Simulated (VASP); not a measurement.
SnSe2, 3 atoms in the cell. It takes space group P-3m1 (No. 164, trigonal). The conventional cell has a = 3.811 Å, b = 3.811 Å, c = 6.136 Å, α = 90.00°, β = 90.00°, γ = 120.00°. Around Sn (site symmetry -3m) lie 6 Se at 2.68 Å. Se (site symmetry 3m) has 3 Sn at 2.68 Å as nearest neighbours. 

- Program: VASP 6.6.1
- Task: relaxation of cell and atoms
- Functional: r2SCAN
- Dispersion: rVV10
- Potentials or basis: VASP PAW PBE potentials, release 64 (Sn_d, Se)
- Cutoff: 600 eV
- k mesh: 9 × 9 × 5
- Occupations: gaussian, width 0.03 eV
- Spin: no spin polarisation
- Further INCAR settings: ALGO = Normal; EDIFF = 1e-06; IBRION = 2; EDIFFG = -0.01; NSW = 90; ISIF = 3

Potentials or basis: VASP PAW PBE potentials, release 64 (Sn_d, Se).

Launch:

```sh
$ cat potpaw_PBE.64/Sn_d/POTCAR potpaw_PBE.64/Se/POTCAR > POTCAR
$ mpirun -np 1 vasp_std > vasp.out
```

Hardware: 1 thread of Intel(R) Xeon(R) 6975P-C (Granite Rapids), on a shared host.

Question: How long does it take, and how much memory?

Answer: It took 22 min on 1 thread of Intel(R) Xeon(R) 6975P-C (Granite Rapids), on a shared host, peak memory 0.44 GiB. Counts: scf iterations 71, k points 50, ion steps 7.
